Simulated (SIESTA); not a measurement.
The system is Nd.

```xyz
1
Lattice="-2.0755 2.0755 2.0755 2.0755 -2.0755 2.0755 2.0755 2.0755 -2.0755" Properties=species:S:1:pos:R:3 pbc="T T T"
Nd    0.0000    0.0000    0.0000
```

This isn't the form of Nd at room conditions, which is double hcp.

Base run:

| Item | Value |
| --- | --- |
| Program | SIESTA 5.4.2 |
| Functional | PBE |
| Potentials or basis | PseudoDojo 3+ lanthanides (4f in the core) (PBE files) |
| Basis | DZP (energy shift 0.003 Ry; two zetas on semicore shells) |
| Grid cutoff | 800 Ry |
| Energy shift | 0.003 Ry |
| k mesh | 9 × 9 × 9 |
| Occupations | fermi-dirac, width 0.05 eV |
| Spin | collinear spin, ferromagnetic start |
| Starting moments | [3.0] μB |
| Fixed moment | 3 μB |

Its results: pressure 6.1 GPa.

Task: The run is repeated on the same cell with these changes: fixed moment from 3 μB to 0 μB. What comes out?

Result: Pressure -0.2 GPa.

Caveats: the magnetic or orbital state may not be the lowest; the basis of atomic orbitals isn't converged, which shifts pressures, moduli and gaps; the total moment is fixed, so each spin has its own Fermi level; the moment is held away from its start (some runs).
